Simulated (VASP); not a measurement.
# ZnSe (Stilleite) (F-43m) in VASP: further runs

Runs on ZnSe (Stilleite). Level: PBE. Tasks: relaxation of the atoms, single point.

All numbers are computed with VASP 6.6.1; they aren't measurements. Logs are shortened: lines on timing, memory, paths and dates and some standing lists are left out, and cuts for length are marked.

**The experiment to reproduce.**

From “Alloy Disordering Effects on the Thermal Conductivity and Energy Gap Temperature Dependence of Cd1−xZnxSe Ternary Crystals Grown by the Bridgman Method”, 2023, pmc:10253836, for a bulk crystal of ZnSe at 300 K: band gap 2.695 ± 0.003 eV (an exciton energy, a little under the gap).

The results are compared with them further down.

**1. The structure**

The structure is cubic, space group F-43m (No. 216). Conventional cell: a = 5.748 Å, b = 5.748 Å, c = 5.748 Å, α = 90.00°, β = 90.00°, γ = 90.00°. Zn (site symmetry -43m) has 4 Se at 2.49 Å as nearest neighbours. Se (site symmetry -43m) is surrounded by 4 Zn at 2.49 Å.

**2. Relaxation of the atoms, PBE**

INCAR reads:

```
SYSTEM = ZnSe
PREC     = Accurate       ! precision mode
ENCUT    = 300            ! plane-wave cutoff, eV
EDIFF    = 1E-7           ! SCF threshold, eV
ISMEAR   = 0              ! smearing method
SIGMA    = 0.03           ! smearing width, eV
LREAL    = .FALSE.        ! projectors in reciprocal space
LASPH    = .TRUE.         ! aspherical terms in the spheres
NELM     = 80             ! most SCF steps
ALGO     = Normal         ! electronic algorithm
ISIF     = 2              ! what is computed and relaxed
LWAVE    = .FALSE.        ! write WAVECAR
LCHARG   = .FALSE.        ! write CHGCAR
GGA      = PE             ! functional
IBRION   = 2              ! ionic algorithm
NSW      = 40             ! ionic steps
EDIFFG   = -0.01          ! ionic threshold
```

KPOINTS reads:

```
Automatic mesh
0
G
  4 4 4
  0 0 0
```

POSCAR reads:

```
ZnSe                                    
1.0
    0.0000000000      2.8740246231      2.8740246231
    2.8740246231      0.0000000000      2.8740246231
    2.8740246231      2.8740246231     -0.0000000000
  Zn              Se            
     1     1
Direct
     1.0000000000000000    1.0000000000000000    1.0000000000000000
     0.2500000000000000    0.2500000000000000    0.2500000000000000
```

Potentials or basis: VASP PAW PBE potentials, release 64 (Zn, Se).

The run is started by

```sh
$ cat potpaw_PBE.64/Zn/POTCAR potpaw_PBE.64/Se/POTCAR > POTCAR
$ mpirun -np 1 vasp_std > vasp.out
```

OUTCAR:

```text
SYSTEM = ZnSe
   PREC = Accurate
   ENCUT = 300
   EDIFF = 1E-7
   ISMEAR = 0
   LREAL = .FALSE.
   LASPH = .TRUE.
   NELM = 80
   ISIF = 2
   GGA = PE
   IBRION = 2
   NSW = 40
   EDIFFG = -0.01

 ion  position               nearest neighbor table
   1  0.000  0.000  0.000-   2 2.49   2 2.49   2 2.49   2 2.49
   2  0.250  0.250  0.250-   1 2.49   1 2.49   1 2.49   1 2.49

  LATTYP: Found a face centered cubic cell.
 ALAT       =     5.7480492462

  Lattice vectors:

 A1 = (   0.0000000000,   2.8740246231,   2.8740246231)
 A2 = (   2.8740246231,   0.0000000000,   2.8740246231)
 A3 = (   2.8740246231,   2.8740246231,   0.0000000000)

Analysis of symmetry for initial positions (statically):
=====================================================================
 Subroutine PRICEL returns:
 Original cell was already a primitive cell.

 Routine SETGRP: Setting up the symmetry group for a
 face centered cubic supercell.

 Subroutine GETGRP returns: Found 24 space group operations
 (whereof 24 operations were pure point group operations)
 out of a pool of 48 trial point group operations.

The static configuration has the point symmetry T_d .

Analysis of symmetry for dynamics (positions and initial velocities):
=====================================================================
 Subroutine PRICEL returns:
 Original cell was already a primitive cell.

 Routine SETGRP: Setting up the symmetry group for a
 face centered cubic supercell.

 Subroutine GETGRP returns: Found 24 space group operations
 (whereof 24 operations were pure point group operations)
 out of a pool of 48 trial point group operations.

The dynamic configuration has the point symmetry T_d .

 Subroutine INISYM returns: Found 24 space group operations
 (whereof 24 operations are pure point group operations),
 and found     1 'primitive' translations

----------------------------------------------------------------------------------------

                                     Primitive cell

  volume of cell :      47.4790

  direct lattice vectors                    reciprocal lattice vectors
     0.000000000  2.874024623  2.874024623    -0.173972066  0.173972066  0.173972066
     2.874024623  0.000000000  2.874024623     0.173972066 -0.173972066  0.173972066
     2.874024623  2.874024623  0.000000000     0.173972066  0.173972066 -0.173972066

  length of vectors
     4.064484601  4.064484601  4.064484601     0.301328457  0.301328457  0.301328457

  position of ions in fractional coordinates (direct lattice)
     0.000000000  0.000000000  0.000000000
     0.250000000  0.250000000  0.250000000

  ion indices of the primitive-cell ions
   primitive index   ion index
                 1           1
                 2           2

----------------------------------------------------------------------------------------

 KPOINTS: Automatic mesh

Automatic generation of k-mesh.
 Grid dimensions read from file:
 generate k-points for:    4    4    4

 Generating k-lattice:

  Cartesian coordinates                     Fractional coordinates (reciprocal lattice)
    -0.043493016  0.043493016  0.043493016     0.250000000  0.000000000  0.000000000
     0.043493016 -0.043493016  0.043493016     0.000000000  0.250000000  0.000000000
     0.043493016  0.043493016 -0.043493016     0.000000000  0.000000000  0.250000000

  Length of vectors
     0.075332114  0.075332114  0.075332114

  Shift w.r.t. Gamma in fractional coordinates (k-lattice)
     0.000000000  0.000000000  0.000000000

 Subroutine IBZKPT returns following result:
 ===========================================

 Found      8 irreducible k-points:

 Following reciprocal coordinates:
            Coordinates               Weight
  0.000000  0.000000  0.000000      1.000000
  0.250000  0.000000  0.000000      8.000000
  0.500000  0.000000  0.000000      4.000000
  0.250000  0.250000  0.000000      6.000000
  0.500000  0.250000  0.000000     24.000000
 -0.250000  0.250000  0.000000     12.000000
  0.500000  0.500000  0.000000      3.000000
 -0.250000  0.500000  0.250000      6.000000
   k-points           NKPTS =      8   k-points in BZ     NKDIM =      8   number of bands    NBANDS=     13
   number of dos      NEDOS =    301   number of ions     NIONS =      2
   total plane-waves  NPLWV =  13824
   dimension x,y,z NGX =    24 NGY =   24 NGZ =   24
   dimension x,y,z NGXF=    48 NGYF=   48 NGZF=   48
   ions per type =               1   1
   NGX,Y,Z   is equivalent  to a cutoff of   9.82,  9.82,  9.82 a.u.
   NGXF,Y,Z  is equivalent  to a cutoff of  19.63, 19.63, 19.63 a.u.
 SYSTEM =  ZnSe
   PREC   = accura    normal or accurate (medium, high low for compatibility)
   ISTART =      0    job   : 0-new  1-cont  2-samecut
   ICHARG =      2    charge: 1-file 2-atom 10-const
   ISPIN  =      1    spin polarized calculation?
   LNONCOLLINEAR =      F non collinear calculations
   LSORBIT =      F    spin-orbit coupling
   LASPH  =      T    aspherical Exc in radial PAW
   ENCUT  =  300.0 eV  22.05 Ry    4.70 a.u.   5.74  5.74  5.74*2*pi/ulx,y,z
   NELM   =     80;   NELMIN=  2; NELMDL= -5     # of ELM steps
   EDIFF  = 0.1E-06   stopping-criterion for ELM
   LREAL  =      F    real-space projection
   EDIFFG = -.1E-01   stopping-criterion for IOM
   NSW    =     40    number of steps for IOM
   IBRION =      2    ionic relax: 0-MD 1-quasi-New 2-CG
   NFREE  =      1    steps in history (QN), initial steepest desc. (CG)
   ISIF   =      2    stress and relaxation
   ISYM   =      2    0-nonsym 1-usesym 2-fastsym
   POTIM  = 0.5000    time-step for ionic-motion
   TEBEG  =    0.0;   TEEND  =   0.0 temperature during run
   PSTRESS=    0.0 pullay stress
   NELECT =      18.0000    total number of electrons
   NUPDOWN=      -1.0000    fix difference up-down
   EMIN   =  10.00;   EMAX   =-10.00  energy-range for DOS
   EFERMI =   0.00;   METHOD = LEGACY
   ISMEAR =     0;   SIGMA  =   0.03  broadening in eV -4-tet -1-fermi 0-gaus
   EFERMI_NEDOS =   21; number of points for ismear=-14 and -15
   IALGO  =     38    algorithm
   IMIX   =      4    mixing-type and parameters
     AMIX     =   0.40;   BMIX     =  1.00
     AMIX_MAG =   1.60;   BMIX_MAG =  1.00
  volume/ion in A,a.u.               =      23.74       160.20
  Fermi-wavevector in a.u.,A,eV,Ry     =   1.184855  2.239051 19.100964  1.403881
  Thomas-Fermi vector in A             =   2.321061
   LORBIT       =      0    0 simple, 1 ext, 2 COOP (PROOUT), +10 PAW based schemes
   GGA     = PE    functional components
   LHFCALC =     F    Hartree Fock is set to
   AEXX    =    0.0000 exact exchange contribution
   IVDW    =     0    specifies the selected vdW correction
   LEPSILON=     F    determine dielectric tensor
   LRPA    =     F    only Hartree local field effects (RPA)
 conjugate gradient relaxation of ions
 non-spin polarized calculation
 Gauss-broadening in eV      SIGMA  =   0.03
  energy-cutoff  :      300.00
  volume of cell :       47.48
 maximum number of plane-waves:       568
 NGX is ok and might be reduce to    24
   NGX = 11   NGY = 11   NGZ = 11

 number of electron      17.9999942 magnetization

 Free energy of the ion-electron system (eV)
  ---------------------------------------------------
  ext. energy  EPLUGINS =         0.00000000
  ---------------------------------------------------
  free energy    TOTEN  =        -5.96816862 eV

  energy without entropy =       -5.96816862  energy(sigma->0) =       -5.96816862

 E-fermi :   1.4284     XC(G=0):  -9.1166

 val. band max:        1.2937374561   @ k =   0.0000   0.0000   0.0000
 cond. band min:       2.3972891837   @ k =   0.0000   0.0000   0.0000
 fundamental gap:      1.1035517277
 Fermi energy:         1.4284265185

 k-point     1 :       0.0000    0.0000    0.0000
  band No.  band energies     occupation
      1     -11.7020      2.00000
      2      -5.1182      2.00000
      3      -5.1182      2.00000
      4      -5.1182      2.00000
      5      -4.7866      2.00000
      6      -4.7866      2.00000
      7       1.2937      2.00000
      8       1.2937      2.00000
      9       1.2937      2.00000
     10       2.3973      0.00000
     11       7.0772      0.00000
     12       7.0772      0.00000
     13       7.0772      0.00000

 k-point     2 :       0.2500    0.0000    0.0000
  band No.  band energies     occupation
      1     -11.3683      2.00000
      2      -5.0723      2.00000
      3      -5.0723      2.00000
      4      -5.0509      2.00000
      5      -4.7863      2.00000
      6      -4.7863      2.00000
      7      -1.6596      2.00000
      8       0.8487      2.00000
      9       0.8487      2.00000
     10       3.9091      0.00000
     11       7.6842      0.00000
     12       7.6843      0.00000
     13       7.7306      0.00000

 k-point     3 :       0.5000    0.0000    0.0000
  band No.  band energies     occupation
      1     -10.9791      2.00000
      2      -5.0387      2.00000
      3      -5.0387      2.00000
      4      -4.7700      2.00000
      5      -4.7700      2.00000
      6      -4.6416      2.00000
      7      -3.6870      2.00000
      8       0.4816      2.00000
      9       0.4816      2.00000
     10       3.7401      0.00000
     11       7.6551      0.00000
     12       7.6551      0.00000
     13       9.7377      0.00000

 k-point     4 :       0.2500    0.2500    0.0000
  band No.  band energies     occupation
      1     -11.2563      2.00000
      2      -5.1149      2.00000
      3      -5.0177      2.00000
      4      -5.0177      2.00000
      5      -4.8083      2.00000
      6      -4.7649      2.00000
      7      -1.5325      2.00000
      8       0.1265      2.00000
      9       0.1265      2.00000
     10       5.0871      0.00000
     11       5.3201      0.00000
     12       9.1887      0.00000
     13       9.1887      0.00000

 k-point     5 :       0.5000    0.2500    0.0000
  band No.  band energies     occupation
      1     -10.8641      2.00000
      2      -5.0347      2.00000
      3      -4.9651      2.00000
      4      -4.8716      2.00000
      5      -4.7621      2.00000
      6      -4.6530      2.00000
      7      -3.1303      2.00000
      8      -1.0079      2.00000
      9      -0.1944      2.00000
     10       5.0063      0.00000
     11       6.7777      0.00000
     12       8.7492      0.00000
     13       9.5134      0.00000

 k-point     6 :      -0.2500    0.2500    0.0000
  band No.  band energies     occupation
      1     -10.9956      2.00000
      2      -5.0260      2.00000
      3      -5.0127      2.00000
      4      -4.8733      2.00000
      5      -4.7967      2.00000
      6      -4.7383      2.00000
      7      -2.7110      2.00000
      8      -1.0928      2.00000
      9       0.4432      2.00000
     10       5.2963      0.00000
     11       7.6093      0.00000
     12       8.0036      0.00000
     13       8.5258      0.00000

 k-point     7 :       0.5000    0.5000    0.0000
  band No.  band energies     occupation
      1     -10.7342      2.00000
      2      -5.0681      2.00000
      3      -4.8909      2.00000
      4      -4.8908      2.00000
      5      -4.7433      2.00000
      6      -4.6215      2.00000
      7      -3.2953      2.00000
      8      -0.7529      2.00000
      9      -0.7529      2.00000
     10       4.3500      0.00000
     11       4.7292      0.00000
     12      11.7305      0.00000
     13      12.2331      0.00000

 k-point     8 :      -0.2500    0.5000    0.2500
  band No.  band energies     occupation
      1     -10.7299      2.00000
      2      -5.0048      2.00000
      3      -4.9330      2.00000
      4      -4.8132      2.00000
      5      -4.8110      2.00000
      6      -4.5169      2.00000
      7      -3.2089      2.00000
      8      -1.3091      2.00000
      9      -1.1881      2.00000
     10       6.6330      0.00000
     11       6.7635      0.00000
     12       8.1404      0.00000
     13       8.9907      0.00000

------------------------ aborting loop because EDIFF is reached ----------------------------------------

  FORCE on cell =-STRESS in cart. coord.  units (eV):
  Direction    XX          YY          ZZ          XY          YZ          ZX
  --------------------------------------------------------------------------------------
  -------------------------------------------------------------------------------------
  Total       -0.0030506     -0.0030506     -0.0030506     -0.0000000      0.0000000      0.0000000
  in kB       -0.1029428     -0.1029428     -0.1029428     -0.0000000      0.0000000      0.0000000
  external PRESSURE =      -0.1029428 kB  Pullay stress =       0.0000000 kB

 VOLUME and BASIS-vectors are now :
 -----------------------------------------------------------------------------
  energy-cutoff  :      300.00
  volume of cell :       47.48
      direct lattice vectors                 reciprocal lattice vectors
     0.000000000  2.874024623  2.874024623    -0.173972066  0.173972066  0.173972066
     2.874024623  0.000000000  2.874024623     0.173972066 -0.173972066  0.173972066
     2.874024623  2.874024623  0.000000000     0.173972066  0.173972066 -0.173972066

 POSITION                                       TOTAL-FORCE (eV/Angst)
 -----------------------------------------------------------------------------------
      0.00000      0.00000      0.00000        -0.000000     -0.000000     -0.000000
      1.43701      1.43701      1.43701         0.000000      0.000000      0.000000
 -----------------------------------------------------------------------------------
    total drift:                               -0.000006     -0.000006     -0.000006

  FREE ENERGIE OF THE ION-ELECTRON SYSTEM (eV)
  ---------------------------------------------------
  free  energy   TOTEN  =        -5.9681686176 eV

  energy  without entropy=       -5.9681686176  energy(sigma->0) =       -5.96816862

 reached required accuracy - stopping structural energy minimisation
```

It took 5.1 s on 1 thread of AMD EPYC 7R13 (Zen 3), shared host; peak memory 0.1 GiB.

What came out:

| Item | Value |
| --- | --- |
| Free energy | -5.9682 eV |
| Band gap on the k mesh | 1.10 eV, direct |

Final structure:
```
CELL_PARAMETERS angstrom
0.00000 2.87402 2.87402
2.87402 0.00000 2.87402
2.87402 2.87402 0.00000
ATOMIC_POSITIONS crystal
Zn 0.00000 0.00000 0.00000
Se 0.25000 0.25000 0.25000
```

Levels at points of the mesh, in eV from the valence-band top:
```tsv
k point	band 7	band 8	band 9	band 10	band 11	band 12
(0.00, 0.00, 0.00)	0.00	0.00	0.00	1.10	5.78	5.78
(0.50, 0.00, 0.00)	-4.98	-0.81	-0.81	2.45	6.36	6.36
(0.50, 0.50, 0.00)	-4.59	-2.05	-2.05	3.06	3.44	10.44
```

Caveat: the k mesh is coarse (spacing up to 0.47 Å⁻¹), so the values aren't converged; the cutoff is under 1.25 times the usual one of these potentials, so pressure, stress and relaxed cells hold a basis-set (Pulay) error; the relaxation stopped at its first step, so nothing moved.

(Part 1 of 3 ends here.)
